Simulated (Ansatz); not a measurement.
**The unslipped end of a generalised stacking fault on (110) of a KCl-RbCl solid solution (80 atoms): geometry optimisation**

Aim: bring the unslipped end of a generalised stacking fault on (110) of a KCl-RbCl solid solution (80 atoms) to a nearby minimum of the energy and see what moves.

Calculated with Ansatz 0.2.0; Kohn-Sham DFT, PBE, PAW (set soft_2), plane waves.

## (1) Set-up

The cell holds 80 atoms: 13 Rb, 40 Cl and 27 K. Cell: a = 7.339 Å, b = 10.379 Å, c = 26.049 Å, α = 90.0°, β = 90.0°, γ = 90.0°. It derives from KCl and RbCl. CsCl-type KCl lattice (a = 3.6697 Å, the value set for the mixture), cell with z along [110], 2 x 2 x 5 periods; the third cell vector is tilted by 0.000 of [001] and lengthened by 0.1 Å, so the stacking has no slip; displaced by a Gaussian of 0.01 Å; 13 of 40 K sites given to Rb at random (lattice constant by Vegard's rule between KCl and RbCl).

Limits known from the start: Atoms were free to move along the slip, so the relaxation can undo part or all of it. The host structure and its lattice constant were typed by rule, without a check against the phase diagram.

## (2) Single point at the start

A single point comes first, to see the forces before anything moves.

Input file input.yaml:

```yaml
crystal:
  lattice:
    - [7.3394, 0.0, 0.0]
    - [0.0, 10.37948, 0.0]
    - [0.0, 0.0, 26.0487]
  atoms:
    - { symbol: Rb, position: [0.99915, 0.00092, 0.99566] }
    - { symbol: Cl, position: [0.24938, 0.00062, 0.09925] }
    - { symbol: K, position: [0.50061, 0.99894, 0.99608] }
    - { symbol: Cl, position: [0.75145, 0.9991, 0.09992] }
    - { symbol: K, position: [0.99762, 0.49869, 0.99572] }
    - { symbol: Cl, position: [0.25147, 0.49817, 0.09923] }
    - { symbol: K, position: [0.49741, 0.49943, 0.99551] }
    - { symbol: Cl, position: [0.75297, 0.49891, 0.09929] }
    - { symbol: K, position: [0.00138, 0.25071, 0.09866] }
    - { symbol: Cl, position: [0.25122, 0.24935, 0.19882] }
    - { symbol: Rb, position: [0.49999, 0.24975, 0.0991] }
    - { symbol: Cl, position: [0.75151, 0.24953, 0.19853] }
    - { symbol: K, position: [0.00202, 0.99888, 0.19899] }
    - { symbol: Cl, position: [0.25064, 0.00132, 0.29812] }
    - { symbol: Rb, position: [0.49984, 0.00078, 0.19902] }
    - { symbol: Cl, position: [0.75044, 0.99887, 0.29884] }
    - { symbol: K, position: [0.99869, 0.74814, 0.09963] }
    - { symbol: Cl, position: [0.24899, 0.75033, 0.19914] }
    - { symbol: K, position: [0.50137, 0.75142, 0.09866] }
    - { symbol: Cl, position: [0.75117, 0.74958, 0.1989] }
    - { symbol: K, position: [0.99982, 0.50196, 0.19937] }
    - { symbol: Cl, position: [0.24977, 0.49997, 0.29846] }
    - { symbol: K, position: [0.49993, 0.50155, 0.19845] }
    - { symbol: Cl, position: [0.75085, 0.49973, 0.29901] }
    - { symbol: K, position: [0.99841, 0.24855, 0.29879] }
    - { symbol: Cl, position: [0.24944, 0.25023, 0.39814] }
    - { symbol: K, position: [0.50128, 0.24952, 0.29866] }
    - { symbol: Cl, position: [0.74755, 0.25172, 0.39778] }
    - { symbol: Rb, position: [0.99731, 0.99859, 0.39799] }
    - { symbol: Cl, position: [0.24979, 0.00269, 0.49788] }
    - { symbol: Rb, position: [0.49694, 0.00218, 0.39826] }
    - { symbol: Cl, position: [0.75039, 0.99894, 0.49801] }
    - { symbol: K, position: [0.99982, 0.74991, 0.29759] }
    - { symbol: Cl, position: [0.24821, 0.75149, 0.3978] }
    - { symbol: Rb, position: [0.50002, 0.75012, 0.2985] }
    - { symbol: Cl, position: [0.75033, 0.7496, 0.39834] }
    - { symbol: K, position: [0.00052, 0.50076, 0.39757] }
    - { symbol: Cl, position: [0.24736, 0.49905, 0.49769] }
    - { symbol: K, position: [0.50081, 0.49924, 0.39807] }
    - { symbol: Cl, position: [0.74914, 0.50026, 0.49752] }
    - { symbol: Rb, position: [0.00035, 0.24981, 0.49807] }
    - { symbol: Cl, position: [0.24872, 0.24918, 0.5978] }
    - { symbol: K, position: [0.50069, 0.25017, 0.49754] }
    - { symbol: Cl, position: [0.7511, 0.24835, 0.59776] }
    - { symbol: K, position: [0.00075, 0.99892, 0.59714] }
    - { symbol: Cl, position: [0.25166, 0.99979, 0.6969] }
    - { symbol: K, position: [0.50349, 0.99889, 0.59774] }
    - { symbol: Cl, position: [0.74826, 0.00089, 0.6967] }
    - { symbol: K, position: [0.00175, 0.75044, 0.49765] }
    - { symbol: Cl, position: [0.24961, 0.74896, 0.59783] }
    - { symbol: K, position: [0.50266, 0.75048, 0.49779] }
    - { symbol: Cl, position: [0.7494, 0.74877, 0.59786] }
    - { symbol: K, position: [0.99969, 0.49884, 0.59711] }
    - { symbol: Cl, position: [0.24962, 0.4991, 0.69631] }
    - { symbol: Rb, position: [0.5001, 0.49942, 0.59705] }
    - { symbol: Cl, position: [0.74918, 0.50057, 0.69699] }
    - { symbol: Rb, position: [0.00064, 0.25001, 0.69702] }
    - { symbol: Cl, position: [0.24815, 0.24898, 0.79682] }
    - { symbol: K, position: [0.49983, 0.24964, 0.69698] }
    - { symbol: Cl, position: [0.75133, 0.25107, 0.79683] }
    - { symbol: K, position: [0.00114, 0.00029, 0.79629] }
    - { symbol: Cl, position: [0.24929, 0.9996, 0.89657] }
    - { symbol: K, position: [0.5012, 0.00109, 0.79594] }
    - { symbol: Cl, position: [0.75076, 0.00119, 0.896] }
    - { symbol: Rb, position: [0.99805, 0.74889, 0.69675] }
    - { symbol: Cl, position: [0.24679, 0.74988, 0.79577] }
    - { symbol: K, position: [0.50222, 0.74961, 0.69764] }
    - { symbol: Cl, position: [0.7504, 0.74917, 0.79655] }
    - { symbol: Rb, position: [0.99906, 0.50013, 0.79658] }
    - { symbol: Cl, position: [0.25168, 0.50137, 0.89549] }
    - { symbol: Rb, position: [0.50154, 0.50019, 0.79643] }
    - { symbol: Cl, position: [0.7521, 0.49923, 0.89666] }
    - { symbol: K, position: [0.99832, 0.24854, 0.89646] }
    - { symbol: Cl, position: [0.25095, 0.24951, 0.99587] }
    - { symbol: K, position: [0.50105, 0.24925, 0.89615] }
    - { symbol: Cl, position: [0.74917, 0.2492, 0.99604] }
    - { symbol: K, position: [0.00091, 0.74971, 0.89558] }
    - { symbol: Cl, position: [0.249, 0.74949, 0.99572] }
    - { symbol: Rb, position: [0.50161, 0.75033, 0.89632] }
    - { symbol: Cl, position: [0.7523, 0.75161, 0.99571] }
kpoints:
  mp_grid: { grid: [2, 1, 1] }
hamiltonian:
  xc: pbe
scf:
  occupations: { method: gaussian, width: 0.025 }
output:
  forces: true
  stress: true
  populations: true
  dos:
    method: { smearing: { sigma: 0.08 } }
    de: 0.1
    projected: { site_lists: { Cl: [Cl], K: [K], Rb: [Rb] } }
  eigenvalues: true
```

The run is started by

```bash
$ ansatz run input.yaml --threads 8 --pin off --max-ram 15872MiB --backend cpu --events-out ev --progress --plain --runs-dir out
```

Numbers of over 12 decimals in the logs are rounded to 6 here.

The log of the run:

```text
Engine: ansatz 0.2.0, aarch64-unknown-linux-gnu
Pseudopotentials: kind: paw
Pseudopotential: Rb, paw, valence charge 9, recommended cutoff 420 eV (normal), Rb.paw.azcp
Pseudopotential: Cl, paw, valence charge 7, recommended cutoff 420 eV (normal), Cl.paw.azcp
Pseudopotential: K, paw, valence charge 9, recommended cutoff 420 eV (normal), K.paw.azcp
[... 5 lines on functional and potentials left out ...]
Crystal: 80 atoms, lattice volume = 1984.368 Å³
Basis set: ecut = 420 eV, 38785 PW (Γ), exchange–correlation on 100×144×360 points (8 copies of the dense FFT grid, shifted against one another)
Bands: 400, of which v1, the nominal top of the filled ones, is band 320 counted from 1 (319 counted from 0)
Symmetry: 1 space group operations
Space group: P1 (ITA 1), of the structure as read, at distance tolerance 1.3e-4 Å
k-points: 2
[... 7 lines on functional and potentials left out ...]
Initial density: superposition of atomic densities (neutral atoms: chi_scale 0, normalization atom), corrected by the library's trained network
Initial wavefunctions: pseudopotential atomic-orbital guess
Functional: x = pbe(κ = 0.804, μ = 0.219515), c = pbe(β = 0.066725)
SCF iter   1: F=—  HF=-127321.794538 eV  |F-HF|=—  |Δ(HF+E_count)|=         —  Δρ=4.31e-4  dr2=6.12e-3  ethr=1.77e-3  ⟨swp⟩=12.5  Hψ=4739  notcnv=0  defer=29
preconditioner: auto → Resta (q_TF=auto, 2.259 Å⁻¹)  ε∞=2.9  [insulator: Δε(μ)=5.552 eV  Ē_g=14.338 eV  σ=0.025 eV  W_gap=1.00  n_scr=404 (ndim 8)  ℏωp=19.7 eV  f_vac=0.000  D(μ)=0.00/eV (n_scr^D=0)  ε∞_Penn≈2.9]
SCF iter   2: F=—  HF=-127321.773510 eV  |F-HF|=—  |Δ(HF+E_count)|=   2.10e-2  Δρ=1.92e-4  dr2=1.28e-3  ethr=9.56e-7  ⟨swp⟩=3.0  Hψ=1847  notcnv=0  defer=71
SCF iter   3: F=—  HF=-127321.773166 eV  |F-HF|=—  |Δ(HF+E_count)|=   3.45e-4  Δρ=7.53e-5  dr2=1.25e-4  ethr=1.99e-7  ⟨swp⟩=2.0  Hψ=1276  notcnv=0  defer=71
SCF iter   4: F=—  HF=-127321.773227 eV  |F-HF|=—  |Δ(HF+E_count)|=   6.18e-5  Δρ=2.72e-5  dr2=1.99e-5  ethr=1.95e-8  ⟨swp⟩=3.0  Hψ=1313  notcnv=0  defer=71
SCF iter   5: F=—  HF=-127321.771581 eV  |F-HF|=—  |Δ(HF+E_count)|=   1.65e-3  Δρ=4.81e-6  dr2=4.36e-7  ethr=3.10e-9  ⟨swp⟩=2.0  Hψ=1236  notcnv=0  defer=71
SCF iter   6: F=-127321.771582 eV  HF=-127321.771582 eV  |F-HF|=2.08e-9  |Δ(HF+E_count)|=   3.21e-7  Δρ=1.01e-6  dr2=2.61e-8  ethr=1.56e-11  ⟨swp⟩=14.5  Hψ=4523  notcnv=0
SCF 1 converged in 6 iterations: F = -127321.771582 eV  dr2 = 2.61e-8
  greatest PAW one-centre occupation: 0.987 electrons in one spin orbital (limit 2), on the K atom at site 36 (counted from 0), in its partial waves of l = 0
SCF converged after 6 iterations
Free energy (F): -127321.771582 eV
Harris-Foulkes:  -127321.771582 eV  (|F-HF|=2.08e-9)
Internal energy: -127321.771582 eV  (E = F + TS)
E sigma→0 (E₀):  -127321.771582 eV
Fermi energy:    6.466497 eV
--- Per-component energies (eV) ---
  E_band       = -3492.360423
  E_kinetic    = 15933.409538
  E_local      = -27095.610802  (includes V_loc(G=0)·N_el)
  E_nonlocal   = 3738.344559
  E_hartree    = 8142.093615
  E_xc         = -9707.884216
  E_vxc        = -11214.030085  (∫ρ·V_xc dr)
  E_paw        = -81519.903777  (= ΣΔE_a)
  E_vpaw       = -1138.662622  (= ΣTr[D̂ρ^β])
  E_aug_tail   = 0.003467  (compensation charges beyond the density's cutoff)
  E_ewald      = -36812.223965
  E_smearing   = -0.000000  (= −TS)
  E_closure    = 0.000000  (closes the sum)
  Σ components = -127321.771582   (vs F -127321.771582, Δ=0.00e0)
--- Forces (eV/Å), atoms counted from 1 ---
  atom   1  Rb     0.03187132    -0.03245982     0.18349305
  atom   2  Cl    -0.09345692    -0.16687652    -0.14289160
  atom   3  K     -0.01744754     0.01768827     0.08511311
  atom   4  Cl     0.09576842    -0.11444152    -0.16688578
  atom   5  K      0.03475432     0.02679562     0.08294968
  atom   6  Cl    -0.09217791     0.19998417    -0.10295094
  atom   7  K      0.02492851     0.01532754     0.09909651
  atom   8  Cl     0.04050200     0.16128501    -0.11963448
  atom   9  K     -0.01073265    -0.01785030    -0.02850094
  atom  10  Cl    -0.20018563     0.17228520     0.13333028
  atom  11  Rb     0.03333169    -0.00435468    -0.13668423
  atom  12  Cl     0.17504143     0.14899802     0.14906102
  atom  13  K     -0.02652337     0.04573314    -0.01919587
  atom  14  Cl    -0.20023805     0.09180347    -0.08335241
[...]
atom  79  Rb    -0.02509729     0.02133678    -0.01127626
  atom  80  Cl    -0.05289629    -0.18172078     0.22980406
  max |Σ_I F_I| component: 1.93e-5 eV/Å
--- Stress (GPa, compression-positive) ---
        4.949283       0.007965      -0.005357
        0.007965       4.870421      -0.000295
       -0.005357      -0.000295       4.714740
  P = ⅓ Tr σ = 4.8448 GPa (48.448 kbar)
--- Band table (eV) ---
  k-point 0: bands = ["-24.2167", "-24.2031", "-24.1858", "-24.1704", [... 384 levels ...], "12.0964", "12.1168", "12.1442", "12.1782", "12.2287", "12.2337", "12.2687", "12.2693", "12.2782", "12.2833", "12.2989", "12.3366"]
  k-point 1: bands = ["-24.2154", "-24.2006", "-24.1764", "-24.1697", [... 384 levels ...], "12.0920", "12.1506", "12.1574", "12.1693", "12.2359", "12.2474", "12.2550", "12.2665", "12.2777", "12.2790", "12.2833", "12.2846"]
--- Löwdin populations: 80 sites ---
  site symbol       q [e]
     0     Rb      8.1969
     1     Cl      7.6995
     2      K      8.2534
[...]
79     Cl      7.6989
  spilling = 0.004337 (of n_electrons = 640.000000)
```

Wall time 34 s (8 threads of Arm Neoverse V2, shared host); peak memory 6.8 GiB; 4.4 min of CPU time.

The run gave:

| Quantity | Value |
| --- | --- |
| free energy | -127321.7716 eV |
| free energy per atom | -1591.5221 eV/atom |
| SCF cycles | 6 |
| pressure | 4.845 GPa |
| r.m.s. force component | 0.1018 eV/Å |
| longest force | 0.3584 eV/Å |
| Fermi energy | 6.466 eV |
| gap (highest filled to lowest empty level) | 5.572 eV |
| spilling of the projection | 0.004337 |

The r.m.s. force component of 0.10 eV/Å and the pressure of 4.8 GPa set the starting point.

Length of the force by element:

```
element  coordination  atoms  mean length of the force (eV/Å)  spread   least   most
     Cl           all     40                            0.231  0.0642   0.123  0.358
      K           all     27                           0.0551  0.0282  0.0071  0.119
     Rb           all     13                           0.0684  0.0452  0.0237  0.189
```

## (3) Relaxation

The atoms are relaxed in the fixed cell, aiming at the force tolerance of the input.

input.yaml, the sections that differ from step 2:

```yaml
output:
  forces: true
relax:
  f_tol: 0.05
  max_steps: 98
# crystal, kpoints, hamiltonian, scf: as in step 2
```

The log of the run:

```text
[...]
Crystal: 80 atoms, lattice volume = 1984.368 Å³
Basis set: ecut = 420 eV, 38785 PW (Γ), exchange–correlation on 100×144×360 points (8 copies of the dense FFT grid, shifted against one another)
Bands: 400, of which v1, the nominal top of the filled ones, is band 320 counted from 1 (319 counted from 0)
Symmetry: 1 space group operations
[...]
k-points: 2
[...]
SCF iter   1: F=—  HF=-127321.794538 eV  |F-HF|=—  |Δ(HF+E_count)|=         —  Δρ=4.31e-4  dr2=6.12e-3  ethr=1.77e-3  ⟨swp⟩=12.5  Hψ=4739  notcnv=0  defer=29
[...]
SCF iter   6: F=-127321.771582 eV  HF=-127321.771582 eV  |F-HF|=3.07e-9  |Δ(HF+E_count)|=   2.42e-7  Δρ=1.01e-6  dr2=2.59e-8  ethr=6.73e-11  ⟨swp⟩=1.0  Hψ=2080  notcnv=0
SCF 1 converged in 6 iterations: F = -127321.771582 eV  dr2 = 2.59e-8
[...]
relax step   1: F+E_penalty+E_count = -127321.77158180 eV  Δ(F+E_penalty+E_count) = +0.000e0 eV  max|allowed force component| = 3.002e-1 eV/Å  Δτ_max = 0.0000 Å  (6 SCF iters, dr2 threshold 6.25e-5 eV, accepted)
[...]
relax step   2: F+E_penalty+E_count = -127322.07233259 eV  Δ(F+E_penalty+E_count) = -3.008e-1 eV  max|allowed force component| = 1.148e-1 eV/Å  Δτ_max = 0.1613 Å  (5 SCF iters, dr2 threshold 5.63e-6 eV, accepted)
[...]
relax step   3: F+E_penalty+E_count = -127322.10631389 eV  Δ(F+E_penalty+E_count) = -3.398e-2 eV  max|allowed force component| = 1.085e-2 eV/Å  Δτ_max = 0.0355 Å  (6 SCF iters, accepted)
SCF converged after 6 iterations
Free energy (F): -127322.106314 eV
[...]
Internal energy: -127322.106314 eV  (E = F + TS)
E sigma→0 (E₀):  -127322.106314 eV
Fermi energy:    6.477246 eV
[...]
--- Forces (eV/Å), atoms counted from 1 ---
  atom   1  Rb     0.00043805     0.00134550    -0.00359366
  atom   2  Cl    -0.00012759     0.00060277    -0.00131003
  atom   3  K      0.00058680    -0.00012160    -0.00365132
  atom   4  Cl    -0.00124698     0.00091807    -0.00163069
  atom   5  K      0.00067680     0.00013779    -0.00477035
  atom   6  Cl    -0.00091631    -0.00035184    -0.00183737
  atom   7  K      0.00146882    -0.00094739    -0.00528691
  atom   8  Cl    -0.00173241    -0.00072345    -0.00097397
  atom   9  K     -0.00058530    -0.00235773     0.00155979
  atom  10  Cl    -0.00086051     0.00235329    -0.00557041
  atom  11  Rb    -0.00056504    -0.00218181     0.00084961
  atom  12  Cl    -0.00020481     0.00190914    -0.00572047
  atom  13  K     -0.00018658     0.00036302     0.00808873
  atom  14  Cl    -0.00020263     0.00036165    -0.00603417
[...]
atom  79  Rb    -0.00005486     0.00019408    -0.00942816
  atom  80  Cl     0.00030165    -0.00028744     0.00401526
  max |Σ_I F_I| component: 3.17e-5 eV/Å
--- Relaxed structure (3 steps of the walk, 3 accepted, 0 SCFs on fresh bases) ---
  F+E_penalty+E_count = -127322.10631389 eV   max|allowed force component| = 1.085e-2 eV/Å
  atoms:
    - { symbol: Rb, position: [1.000116, -0.000240398, 0.997467] }
    - { symbol: Cl, position: [0.247781, -0.00285009, 0.097573] }
    - { symbol: K, position: [0.500102, 0.999809, 0.998004] }
    - { symbol: Cl, position: [0.752825, 0.997135, 0.097599] }
[...]
- { symbol: Cl, position: [0.749603, 0.746848, 0.999327] }
```

Run time: 43 s. Hardware: 8 threads; peak memory 6.8 GiB; 5.6 min of CPU time.

Relaxation path:

```
step  energy less that of the first step (eV)  largest force component (eV/Å)
   1                                   0.0000                          0.3002
   2                                  -0.3008                          0.1148
   3                                  -0.3347                          0.0109
```

The atoms that moved most (Å):

```
atom      dx      dy      dz  length
Cl70  -0.036  -0.044   0.131   0.143
Cl80  -0.020  -0.049   0.094   0.108
Cl72   0.010  -0.022   0.101   0.104
Cl78   0.012  -0.028   0.094   0.098
Cl60  -0.029  -0.070   0.060   0.097
Cl16   0.043   0.039  -0.073   0.093
  K7   0.019   0.002   0.087   0.089
Cl26   0.032   0.058  -0.059   0.089
```

The relaxation changed the energy by -4.18 meV/atom, and atoms moved by 0.06 Å r.m.s., 0.14 Å at most.

## (4) Distances and neighbours after relaxation

Bonds before and after, by the cutoffs listed below:

```
 pair  bonds before  bonds after  mean before (Å)  mean after (Å)  spread before (Å)  spread after (Å)
 Cl-K           216          216            3.183           3.168              0.024             0.024
Cl-Rb           104          104            3.181           3.212              0.020             0.016
```

Density 3.00 g/cm³, 24.80 Å³ an atom.

g(r), total and by pair (bins of 0.2 Å):

```
r (Å)  total  Cl-Cl   Cl-K  Cl-Rb   K-K  K-Rb  Rb-Rb
 3.10   5.35   0.00  14.20   3.46  0.00  0.00   0.00
 3.30   2.44   0.00   1.54  11.80  0.00  0.00   0.00
 3.50   0.23   0.93   0.00   0.00  0.00  0.00   0.00
 3.70   4.12   7.73   0.00   0.00  8.51  9.29   7.62
 3.90   0.03   0.14   0.00   0.00  0.00  0.00   0.00
 4.10   0.00   0.00   0.00   0.00  0.00  0.00   0.00
 4.30   0.00   0.00   0.00   0.00  0.00  0.00   0.00
 4.50   0.00   0.00   0.00   0.00  0.00  0.00   0.00
 4.70   0.00   0.00   0.00   0.00  0.00  0.00   0.00
 4.90   0.00   0.00   0.00   0.00  0.00  0.00   0.00
 5.10   2.58   4.69   0.00   0.00  6.40  5.65   2.44
 5.30   1.81   4.09   0.00   0.00  2.38  3.21   6.15
 5.50   0.00   0.00   0.00   0.00  0.00  0.00   0.00
 5.70   0.00   0.00   0.00   0.00  0.00  0.00   0.00
 5.90   0.00   0.00   0.00   0.00  0.00  0.00   0.00
 6.10   6.37   0.00  12.75  12.77  0.00  0.00   0.00
 6.30   1.65   2.85   0.04   0.00  3.33  4.77   0.92
 6.50   0.31   1.04   0.00   0.00  0.10  0.11   0.91
 6.70   0.00   0.00   0.00   0.00  0.00  0.00   0.00
 6.90   0.00   0.00   0.00   0.00  0.00  0.00   0.00
 7.10   0.00   0.00   0.00   0.00  0.00  0.00   0.00
 7.30   1.04   1.95   0.00   0.00  2.62  1.33   4.00
 7.50   0.06   0.25   0.00   0.00  0.00  0.00   0.00
 7.70   0.00   0.00   0.00   0.00  0.00  0.00   0.00
 7.90   1.63   0.00   2.97   3.88  0.00  0.00   0.00
```

Bonds by pair of elements; cutoffs follow the first minimum of g(r), held within bounds set by covalent radii, and pairs that aren't listed don't count as bonded:

```
pair A-B  cutoff (Å)  bonds  mean length (Å)  spread (Å)  shortest (Å)  B about A  A about B
    Cl-K        3.62    216             3.17       0.024          3.12        5.4          8
   Cl-Rb        3.62    104             3.21       0.016          3.18        2.6          8
```

How many atoms have how many bonded neighbours:

```
element  mean   8
     Cl     8  40
      K     8  27
     Rb     8  13
```

Bond angles, per cent of each kind in bins of 5°:

```
angle (°)  Cl-K-Cl  K-Cl-Rb  K-Cl-K  Cl-Rb-Cl  Rb-Cl-Rb
    65–70     13.9     13.0     0.4      13.2      37.3
    70–75     29.0     29.8    42.5      29.7       5.9
    75–80      0.0      0.0     0.0       0.0       0.0
    80–85      0.0      0.0     0.0       0.0       0.0
    85–90      0.0      0.0     0.0       0.0       0.0
    90–95      0.0      0.0     0.0       0.0       0.0
   95–100      0.0      0.0     0.0       0.0       0.0
  100–105      0.0      0.0     0.0       0.0       0.0
  105–110     27.6     34.2    23.1      28.8      47.1
  110–115     15.2      6.3    21.1      14.0       2.0
  115–120      0.0      0.0     0.0       0.0       0.0
  120–125      0.0      0.0     0.0       0.0       0.0
  125–130      0.0      0.0     0.0       0.0       0.0
  130–135      0.0      0.0     0.0       0.0       0.0
  135–140      0.0      0.0     0.0       0.0       0.0
  140–145      0.0      0.0     0.0       0.0       0.0
  145–150      0.0      0.0     0.0       0.0       0.0
  150–155      0.0      0.0     0.0       0.0       0.0
  155–160      0.0      0.0     0.0       0.0       0.0
  160–165      0.0      0.0     0.0       0.0       0.0
  165–170      0.0      0.0     0.0       0.0       0.0
  170–175      0.0      0.0     0.0       0.0       0.0
  175–180     14.3     16.8    13.0      14.3       7.8
```

Bond angles (no mean is given where the spread exceeds 20°):

```
   angle  count  mean (°)  spread (°)
 Cl-K-Cl    756         -           -
 K-Cl-Rb    524         -           -
  K-Cl-K    494         -           -
Cl-Rb-Cl    364         -           -
Rb-Cl-Rb    102         -           -
```

With the cutoffs above, all Cl atoms have 8, all K atoms have 8 and all Rb atoms have 8 bonded neighbours.

[end of part 1 of 2]

[Logs are printed without paths, hosts, clocks, repeated set-up lines and the standing remarks that a program may print on its own settings, such as how far it seeks lower states.]

[Hosts, paths, dates, database ids (printed as entryN), source tags and the programs' standing remarks are cut or masked in the printed files.]
